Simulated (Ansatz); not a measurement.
The system is MnO.

```xyz
2
Lattice="0.0000 2.2239 2.2239 2.2239 0.0000 2.2239 2.2239 2.2239 0.0000" Properties=species:S:1:pos:R:3 pbc="T T T"
Mn    0.0000    0.0000    0.0000
O     2.2239    2.2239    2.2239
```

The cell is a database's computed one.

```yaml
Program: Ansatz 0.2.0
Task: relaxation of cell and atoms
Functional: BLYP
Dispersion: D4
Potentials_or_basis: Ansatz PAW
Cutoff: "420 eV (not typed: the program's choice for these potentials)"
k_mesh: 10 × 10 × 10
Occupations: fermi-dirac, width 0.05 eV
Spin: collinear spin, ferromagnetic start
Starting_moments: "[4.0, 0.0] μB"
```

At the start: volume 11.00 Å³/atom.

Question: How do energy, volume and symmetry change on relaxing?

Answer: It ends after 7 steps and the volume is 10.62 Å³/atom (-3.4 %); space group Fm-3m (No. 225, to 0.05 Å); moment 4.58 μB per cell.

Step by step:
```csv
step,energy change (eV),largest force (eV/Å),volume (Å³)
1,0.0000,0.0000,22.00
2,-0.0062,0.0000,21.69
3,-0.0107,0.0000,21.22
4,-0.0105,0.0000,21.29
5,-0.0076,0.0000,21.29
6,-0.0078,0.0000,21.25
7,-0.0076,0.0000,21.25
```

Final structure:
```xyz
2
Lattice="0.0000 2.1984 2.1984 2.1984 0.0000 2.1984 2.1984 2.1984 0.0000" Properties=species:S:1:pos:R:3 pbc="T T T"
Mn    0.0000    0.0000    0.0000
O     2.1984    2.1984    2.1984
```

Caveat: the plane-wave basis is chosen anew once the cell has moved, so the energies of steps on either side of that aren't comparable; the pressure holds a Pulay correction of +0.8 GPa for the finite cutoff; a cell with one magnetic atom can't hold antiferromagnetic order, which such compounds often take; the PAW data sets come from PBE, with cores solved anew for the run's functional, which leaves a small shift of forces and pressure.
